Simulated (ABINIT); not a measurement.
# HfC (Fm-3m) in ABINIT: notebook

One crystal, HfC, is run at these levels: PBE, LDA; tasks: single point, relaxation of cell and atoms.

All numbers are computed with ABINIT 10.8.3 (patched build); they aren't measurements. Logs are shortened: lines on timing, memory, paths and dates and some standing lists are left out, and cuts for length are marked. The log counts tension as positive stress, the text compression.

### Step 1. Starting point

The structure is cubic, space group Fm-3m (No. 225). The conventional cell has a = 4.650 Å, b = 4.650 Å, c = 4.650 Å, α = 90.00°, β = 90.00°, γ = 90.00°. Hf (site symmetry m-3m) is surrounded by 6 C at 2.33 Å. C (site symmetry m-3m) has 6 Hf at 2.33 Å as nearest neighbours.

### Step 2. Single point, PBE

Contents of run.abi:

```
# Pseudopotentials
pp_dirpath "./"
pseudos "Hf.upf, C.upf"

# Structure
acell 6.2135074315 6.2135074315 6.2135074315
rprim
     0.0000000000     0.7071067812     0.7071067812
     0.7071067812     0.0000000000     0.7071067812
     0.7071067812     0.7071067812     0.0000000000
ntypat 2
znucl 72 6
natom 2
typat 1 2
xred
     0.5000000000     0.5000000000     0.5000000000
     0.0000000000     0.0000000000     0.0000000000

# Plane-wave basis
ecut 31.0

# k points
kptopt 1
ngkpt 8 8 8
nshiftk 1
shiftk 0.0 0.0 0.0

# Exchange and correlation
ixc 11

# Bands and occupations
nband 12
occopt 3
tsmear 0.05 eV

# SCF cycle
nstep 100
tolvrs 1.0e-10

# Output
iomode 3
prtwf 0
prtden 0
prteig 0
prtebands 0
enunit 2
```

Potentials or basis: PseudoDojo NC SR PBE v0.4.1 standard.

Run with:

```
$ abinit run.abi > log 2>&1
```

run.abo:

```text
.Version 10.8.3 of ABINIT
 Symmetries : space group Fm -3 m (#225); Bravais cF (face-center cubic)
================================================================================
 Values of the parameters that define the memory need of the present run
     intxc =       0    ionmov =       0      iscf =       7    lmnmax =       8
     lnmax =       8     mgfft =      32  mpssoang =       4    mqgrid =    3001
     natom =       2  nloc_mem =       1    nspden =       1   nspinor =       1
    nsppol =       1      nsym =      48    n1xccc =    2501    ntypat =       2
    occopt =       3   xclevel =       2
       mpw =        1424          nfft =       32768          nkpt =          29
================================================================================
================================================================================

--------------------------------------------------------------------------------
------------- Echo of variables that govern the present computation ------------
--------------------------------------------------------------------------------
 -outvars: echo values of preprocessed input variables --------
            acell      6.2135074315E+00  6.2135074315E+00  6.2135074315E+00 Bohr
              amu      1.78490000E+02  1.20110000E+01
             ecut      3.10000000E+01 Hartree
           enunit           2
              ixc          11
         kptrlatt        8    0    0      0    8    0      0    0    8
          kptrlen      4.97080595E+01
            natom           2
            nband          12
            ngfft          32      32      32
             nkpt          29
            nstep         100
             nsym          48
           ntypat           2
           occopt           3
           prtden           0
        prtebands           0
           prteig           0
            prtwf           0
            rprim      0.0000000000E+00  7.0710678120E-01  7.0710678120E-01
                       7.0710678120E-01  0.0000000000E+00  7.0710678120E-01
                       7.0710678120E-01  7.0710678120E-01  0.0000000000E+00
          spgroup         225
           tolvrs      1.00000000E-10
           tsmear      1.83746611E-03 Hartree
            typat      1  2
           xangst      2.3249999985E+00  2.3249999985E+00  2.3249999985E+00
                       0.0000000000E+00  0.0000000000E+00  0.0000000000E+00
            xcart      4.3936132399E+00  4.3936132399E+00  4.3936132399E+00
                       0.0000000000E+00  0.0000000000E+00  0.0000000000E+00
             xred      5.0000000000E-01  5.0000000000E-01  5.0000000000E-01
                       0.0000000000E+00  0.0000000000E+00  0.0000000000E+00
            znucl       72.00000    6.00000

================================================================================

 chkinp: Checking input parameters for consistency.

================================================================================
== DATASET  1 ==================================================================

--- !DatasetInfo
iteration_state: {dtset: 1, }
dimensions: {natom: 2, nkpt: 29, mband: 12, nsppol: 1, nspinor: 1, nspden: 1, mpw: 1424, }
cutoff_energies: {ecut:  31.0, pawecutdg:  -1.0, }
electrons: {nelect:   1.60000000E+01, charge:   0.00000000E+00, occopt:   3.00000000E+00, tsmear:   1.83746611E-03, }
meta: {optdriver: 0, ionmov: 0, optcell: 0, iscf: 7, paral_kgb: 0, }
...

 Exchange-correlation functional for the present dataset will be:
  GGA: Perdew-Burke-Ernzerhof functional - ixc=11
  J.P.Perdew, K.Burke, M.Ernzerhof, PRL 77, 3865 (1996)

 Real(R)+Recip(G) space primitive vectors, cartesian coordinates (Bohr,Bohr^-1):
 R(1)=  0.0000000  4.3936132  4.3936132  G(1)= -0.1138016  0.1138016  0.1138016
 R(2)=  4.3936132  0.0000000  4.3936132  G(2)=  0.1138016 -0.1138016  0.1138016
 R(3)=  4.3936132  4.3936132  0.0000000  G(3)=  0.1138016  0.1138016 -0.1138016
 Unit cell volume ucvol=  1.6962719E+02 bohr^3
 Angles (23,13,12)=  6.00000000E+01  6.00000000E+01  6.00000000E+01 degrees

 getcut: wavevector=  0.0000  0.0000  0.0000  ngfft=  32  32  32
         ecut(hartree)=     31.000   => boxcut(ratio)=   2.05479

--- Pseudopotential description ------------------------------------------------
- pspini: atom type   1  psp file is ./Hf.upf
12 -101130 3 -1 1656                          pspcod,pspxc,lmax,lloc,mmax
     nproj     2     2     2     2

- pspini: atom type   2  psp file is ./C.upf
12 -101130 1 -1 1248                          pspcod,pspxc,lmax,lloc,mmax
     nproj     2     2     0     0

   4.20124149E+02                                ecore*ucvol(ha*bohr**3)
--------------------------------------------------------------------------------

================================================================================

--- !BeginCycle
iteration_state: {dtset: 1, }
solver: {iscf: 7, nstep: 100, nline: 4, wfoptalg: 0, }
tolerances: {tolvrs: 1.00E-10, }
...

     iter   Etot(hartree)      deltaE(h)  residm     vres2
 ETOT  1  -62.321376187326    -6.232E+01 1.005E-01 5.821E+02
 ETOT  2  -62.298667642387     2.271E-02 1.526E-02 7.432E+02
 ETOT  3  -62.504007550013    -2.053E-01 5.290E-03 3.361E-01
 ETOT  4  -62.504207292274    -1.997E-04 6.640E-03 5.993E-02
 ETOT  5  -62.504215591026    -8.299E-06 6.615E-04 2.721E-02
 ETOT  6  -62.504223647991    -8.057E-06 1.346E-03 1.937E-03
 ETOT  7  -62.504224230738    -5.827E-07 1.298E-04 1.806E-05
 ETOT  8  -62.504224235897    -5.159E-09 2.380E-04 1.937E-07
 ETOT  9  -62.504224235952    -5.525E-11 2.447E-05 4.434E-09
 ETOT 10  -62.504224235954    -1.620E-12 4.360E-05 6.751E-11

 At SCF step   10       vres2   =  6.75E-11 < tolvrs=  1.00E-10 =>converged.

 Cartesian components of stress tensor (hartree/bohr^3)
  sigma(1 1)=  2.79363412E-05  sigma(3 2)=  0.00000000E+00
  sigma(2 2)=  2.79363412E-05  sigma(3 1)=  0.00000000E+00
  sigma(3 3)=  2.79363412E-05  sigma(2 1)=  0.00000000E+00

--- !ResultsGS
iteration_state: {dtset: 1, }
comment   : Summary of ground state results
lattice_vectors:
- [  0.0000000,   4.3936132,   4.3936132, ]
- [  4.3936132,   0.0000000,   4.3936132, ]
- [  4.3936132,   4.3936132,   0.0000000, ]
lattice_lengths: [   6.21351,    6.21351,    6.21351, ]
lattice_angles: [ 60.000,  60.000,  60.000, ] # degrees, (23, 13, 12)
lattice_volume:   1.6962719E+02
convergence: {deltae: -1.620E-12, res2:  6.751E-11, residm:  4.360E-05, diffor: null, }
etotal    :  -6.25042242E+01
entropy   :   0.00000000E+00
fermie    :   4.09386061E-01
cartesian_stress_tensor: # hartree/bohr^3
- [  2.79363412E-05,   0.00000000E+00,   0.00000000E+00, ]
- [  0.00000000E+00,   2.79363412E-05,   0.00000000E+00, ]
- [  0.00000000E+00,   0.00000000E+00,   2.79363412E-05, ]
pressure_GPa:  -8.2192E-01
xred      :
- [  5.0000E-01,   5.0000E-01,   5.0000E-01, Hf]
- [  0.0000E+00,   0.0000E+00,   0.0000E+00,  C]
cartesian_forces: # hartree/bohr
- [ -0.00000000E+00,  -0.00000000E+00,  -0.00000000E+00, ]
- [ -0.00000000E+00,  -0.00000000E+00,  -0.00000000E+00, ]
force_length_stats: {min:   0.00000000E+00, max:   0.00000000E+00, mean:   0.00000000E+00, }
...

 Integrated electronic density in atomic spheres:
 ------------------------------------------------
 Atom  Sphere_radius  Integrated_density
    1        2.00000          8.44105176
    2        2.00000          3.90508438
================================================================================

 ----iterations are completed or convergence reached----

 Mean square residual over all n,k,spin=   24.496E-08; max=  43.596E-06
 reduced coordinates (array xred) for    2 atoms
       0.500000000000      0.500000000000      0.500000000000
       0.000000000000      0.000000000000      0.000000000000
 rms dE/dt=  0.0000E+00; max dE/dt=  0.0000E+00; dE/dt below (all hartree)
    1       0.000000000000      0.000000000000      0.000000000000
    2       0.000000000000      0.000000000000      0.000000000000

 cartesian coordinates (angstrom) at end:
    1      2.32499999847314     2.32499999847314     2.32499999847314
    2      0.00000000000000     0.00000000000000     0.00000000000000

 cartesian forces (hartree/bohr) at end:
    1     -0.00000000000000    -0.00000000000000    -0.00000000000000
    2     -0.00000000000000    -0.00000000000000    -0.00000000000000
 frms,max,avg= 0.0000000E+00 0.0000000E+00   0.000E+00  0.000E+00  0.000E+00 h/b

 cartesian forces (eV/Angstrom) at end:
    1     -0.00000000000000    -0.00000000000000    -0.00000000000000
    2     -0.00000000000000    -0.00000000000000    -0.00000000000000
 frms,max,avg= 0.0000000E+00 0.0000000E+00   0.000E+00  0.000E+00  0.000E+00 e/A
 length scales=  6.213507431500  6.213507431500  6.213507431500 bohr
              =  3.288046530296  3.288046530296  3.288046530296 angstroms
 Fermi (or HOMO) energy (hartree) =   0.40939   Average Vxc (hartree)=  -0.46725
 Eigenvalues (hartree) for nkpt=  29  k points:
 kpt#   1, nband= 12, wtk=  0.00195, kpt=  0.0000  0.0000  0.0000 (reduced coord)
  -1.83342   -0.67354   -0.67354   -0.67354   -0.04064    0.44935    0.44935    0.44935
   0.46348    0.46348    0.46348    0.53693
      occupation numbers for kpt#   1
   2.00000    2.00000    2.00000    2.00000    2.00000    0.00000    0.00000    0.00000
   0.00000    0.00000    0.00000    0.00000
 prteigrs : prtvol=0 or 1, do not print more k-points.

 Fermi (or HOMO) energy (eV) =  11.13996   Average Vxc (eV)= -12.71459
 Eigenvalues (   eV  ) for nkpt=  29  k points:
 kpt#   1, nband= 12, wtk=  0.00195, kpt=  0.0000  0.0000  0.0000 (reduced coord)
 -49.88986  -18.32792  -18.32792  -18.32792   -1.10587   12.22737   12.22737   12.22737
  12.61200   12.61200   12.61200   14.61069
 prteigrs : prtvol=0 or 1, do not print more k-points.

--- !EnergyTerms
iteration_state     : {dtset: 1, }
comment             : Components of total free energy in Hartree
kinetic             :  1.85168330092794E+01
hartree             :  6.57224656438461E+00
xc                  : -1.64352316474130E+01
Ewald energy        : -4.76937911376180E+01
psp_core            :  2.47675003078045E+00
local_psp           : -2.84836257942860E+01
non_local_psp       :  2.54268515845151E+00
internal            : -6.25041338164210E+01
'-kT*entropy'       : -9.04195329812662E-05
total_energy        : -6.25042242359540E+01
total_energy_eV     : -1.70082658768995E+03
band_energy         : -5.79873586499973E+00
...

 Cartesian components of stress tensor (hartree/bohr^3)
  sigma(1 1)=  2.79363412E-05  sigma(3 2)=  0.00000000E+00
  sigma(2 2)=  2.79363412E-05  sigma(3 1)=  0.00000000E+00
  sigma(3 3)=  2.79363412E-05  sigma(2 1)=  0.00000000E+00

-Cartesian components of stress tensor (GPa)         [Pressure= -8.2192E-01 GPa]
- sigma(1 1)=  8.21915535E-01  sigma(3 2)=  0.00000000E+00
- sigma(2 2)=  8.21915535E-01  sigma(3 1)=  0.00000000E+00
- sigma(3 3)=  8.21915535E-01  sigma(2 1)=  0.00000000E+00

== END DATASET(S) ==============================================================
================================================================================

 -outvars: echo values of variables after computation  --------
            acell      6.2135074315E+00  6.2135074315E+00  6.2135074315E+00 Bohr
           etotal     -6.2504224236E+01
            fcart     -0.0000000000E+00 -0.0000000000E+00 -0.0000000000E+00
                      -0.0000000000E+00 -0.0000000000E+00 -0.0000000000E+00
            rprim      0.0000000000E+00  7.0710678120E-01  7.0710678120E-01
                       7.0710678120E-01  0.0000000000E+00  7.0710678120E-01
                       7.0710678120E-01  7.0710678120E-01  0.0000000000E+00
           strten      2.7936341214E-05  2.7936341214E-05  2.7936341214E-05
                       0.0000000000E+00  0.0000000000E+00  0.0000000000E+00
           xangst      2.3249999985E+00  2.3249999985E+00  2.3249999985E+00
                       0.0000000000E+00  0.0000000000E+00  0.0000000000E+00
             xred      5.0000000000E-01  5.0000000000E-01  5.0000000000E-01
                       0.0000000000E+00  0.0000000000E+00  0.0000000000E+00
 Calculation completed.
```

It took 13 s on 1 thread of Arm Neoverse V2, shared host; peak memory 0.06 GiB.

What came out:

| Quantity | Value |
| --- | --- |
| Free energy | -1700.8266 eV |
| Band gap on the k mesh | none (metal or under the smearing width) |
| Valence electrons inside the program's atomic spheres | Hf 8.44; C 3.91 |

Levels at points of the mesh, in eV from the Fermi level:
| k point | band 4 | band 5 | band 6 | band 7 | band 8 | band 9 | band 10 | band 11 | band 12 |
| --- | --- | --- | --- | --- | --- | --- | --- | --- | --- |
| (0.00, 0.00, 0.00) | -29.47 | -12.25 | 1.09 | 1.09 | 1.09 | 1.47 | 1.47 | 1.47 | 3.47 |
| (0.50, 0.00, 0.00) | -29.54 | -8.50 | -6.08 | -2.92 | -2.92 | 5.40 | 5.40 | 5.85 | 6.63 |
| (0.50, 0.50, 0.00) | -29.70 | -10.36 | -2.53 | -1.69 | -0.02 | -0.02 | 5.39 | 6.82 | 6.82 |

Caveat: the cutoff is too short for stress, so the log's stress isn't used.

### Step 3. Single point, LDA

run.abi: that of step 2 with these lines changed.

```diff
@@ -1,2 +1 @@
-# Pseudopotentials
 pp_dirpath "./"
@@ -4,3 +3,2 @@
 
-# Structure
 acell 6.2135074315 6.2135074315 6.2135074315
@@ -18,6 +16,4 @@
 
-# Plane-wave basis
 ecut 31.0
 
-# k points
 kptopt 1
@@ -27,6 +23,4 @@
 
-# Exchange and correlation
-ixc 11
+ixc 7
 
-# Bands and occupations
 nband 12
@@ -35,3 +29,2 @@
 
-# SCF cycle
 nstep 100
@@ -39,3 +32,2 @@
 
-# Output
 iomode 3
```

Potentials or basis: PseudoDojo NC SR LDA v0.4.1 standard.

Run with:

```
$ abinit run.abi > log 2>&1
```

run.abo:

```text
.Version 10.8.3 of ABINIT
 Symmetries : space group Fm -3 m (#225); Bravais cF (face-center cubic)
================================================================================
 Values of the parameters that define the memory need of the present run
     intxc =       0    ionmov =       0      iscf =       7    lmnmax =       8
     lnmax =       8     mgfft =      32  mpssoang =       4    mqgrid =    3001
     natom =       2  nloc_mem =       1    nspden =       1   nspinor =       1
    nsppol =       1      nsym =      48    n1xccc =    2501    ntypat =       2
    occopt =       3   xclevel =       1
       mpw =        1424          nfft =       32768          nkpt =          29
================================================================================
================================================================================

--------------------------------------------------------------------------------
------------- Echo of variables that govern the present computation ------------
[... 206 lines left out ...]
- sigma(3 3)=  1.49738534E+01  sigma(2 1)=  0.00000000E+00

== END DATASET(S) ==============================================================
================================================================================

 -outvars: echo values of variables after computation  --------
            acell      6.2135074315E+00  6.2135074315E+00  6.2135074315E+00 Bohr
           etotal     -6.2555007029E+01
            fcart     -0.0000000000E+00 -0.0000000000E+00 -0.0000000000E+00
                      -0.0000000000E+00 -0.0000000000E+00 -0.0000000000E+00
            rprim      0.0000000000E+00  7.0710678120E-01  7.0710678120E-01
                       7.0710678120E-01  0.0000000000E+00  7.0710678120E-01
                       7.0710678120E-01  7.0710678120E-01  0.0000000000E+00
           strten      5.0895093156E-04  5.0895093156E-04  5.0895093156E-04
                       0.0000000000E+00  0.0000000000E+00  0.0000000000E+00
           xangst      2.3249999985E+00  2.3249999985E+00  2.3249999985E+00
                       0.0000000000E+00  0.0000000000E+00  0.0000000000E+00
             xred      5.0000000000E-01  5.0000000000E-01  5.0000000000E-01
                       0.0000000000E+00  0.0000000000E+00  0.0000000000E+00
 Calculation completed.
```

Wall time 13 s (1 thread of Arm Neoverse V2, shared host); peak memory 0.06 GiB.

Results:

* Free energy: -1702.2085 eV
* Band gap on the k mesh: none (metal or under the smearing width)
* Valence electrons inside the program's atomic spheres: Hf 8.45; C 3.88

Caveat: the cutoff is too short for stress, so the log's stress isn't used.

### Step 4. Relaxation of cell and atoms, LDA

Contents of run.abi:

```
# Pseudopotentials
pp_dirpath "./"
pseudos "Hf.upf, C.upf"

# Structure
acell 3*1.0
rprim
     0.0000000000     4.3936132398     4.3936132398
     4.3936132398     0.0000000000     4.3936132398
     4.3936132398     4.3936132398     0.0000000000
ntypat 2
znucl 72 6
natom 2
typat 1 2
chkprim 0
chksymtnons 0
tolsym 1.0e-6
xred
            1/2            1/2            1/2
            0.0            0.0            0.0

# Plane-wave basis
ecut 1115.666836 eV
ecutsm 0.5

# k points
kptopt 1
ngkpt 8 8 8
nshiftk 1
shiftk 0.0 0.0 0.0

# Exchange and correlation
ixc 7

# Bands and occupations
nband 12
occopt 3
tsmear 0.05 eV

# SCF cycle
nstep 80
tolvrs 1.0e-12

# Output
iomode 3
prteig 0
prtebands 0
prtwf 0
prtden 0

# Relaxation
ionmov 2
optcell 2
ntime 50
tolmxf 2.0e-5
dilatmx 1.08
```

Run with:

```
$ abinit run.abi > log 2>&1
```

Run time: 86 s. Hardware: 1 thread of Arm Neoverse V2, shared host; peak memory 0.08 GiB.

Results (log left out):

```yaml
Free_energy: -1702.3042 eV
Relaxed_volume: 11.87 Å³/atom
Relaxed_cell: a = 3.226 Å, b = 3.226 Å, c = 3.226 Å, α = 60.00°, β = 60.00°, γ = 60.00°
Space_group_after_relaxing_to_0.05_Å: Fm-3m (No. 225)
Energy_gained_by_relaxing: 31.1 meV/atom
Ionic_steps: 4
Pressure_after_relaxing: 0.0 GPa
Band_gap_on_the_k_mesh: none (metal or under the smearing width)
```

The path:
```csv
step,energy change (eV),largest force (eV/Å),pressure (GPa),volume (Å³)
1,0.0000,0.0000,-13.62,25.14
2,-0.0577,0.0000,-3.93,24.10
3,-0.0621,0.0000,0.28,23.72
4,-0.0622,0.0000,-0.01,23.74
```

Final structure:
```cif
data_structure
_symmetry_space_group_name_H-M 'P 1'
_symmetry_Int_Tables_number 1
_cell_length_a 3.2261
_cell_length_b 3.2261
_cell_length_c 3.2261
_cell_angle_alpha 60.000
_cell_angle_beta 60.000
_cell_angle_gamma 60.000
_cell_volume 23.74
loop_
_atom_site_label
_atom_site_type_symbol
_atom_site_fract_x
_atom_site_fract_y
_atom_site_fract_z
_atom_site_occupancy
Hf1 Hf 0.50000 0.50000 0.50000 1
C1 C 0.00000 0.00000 0.00000 1
```

### Step 5. Overview

| task | level | potentials or basis | cell | cutoff (eV) | cell freedom (optcell) | optimiser (ionmov) | cutoff smearing ecutsm (Ha) | force stop (Ha/bohr) | gap on the mesh (eV) |
| --- | --- | --- | --- | --- | --- | --- | --- | --- | --- |
| single point | PBE | PseudoDojo NC SR PBE v0.4.1 standard | as given | 844 | - | - | - | - | none |
| single point | LDA | PseudoDojo NC SR LDA v0.4.1 standard | as given | 844 | - | - | - | - | none |
| relaxation of cell and atoms | LDA | PseudoDojo NC SR LDA v0.4.1 standard | relaxed | 1116 | 2 | 2 | 0.5 | 2e-05 | none |

Alike in all rows: no spin polarisation; k mesh 8 × 8 × 8; smearing fermi-dirac 0.05 eV.

Total energies depend on the potentials used, so only differences within one code and one set of settings carry meaning.
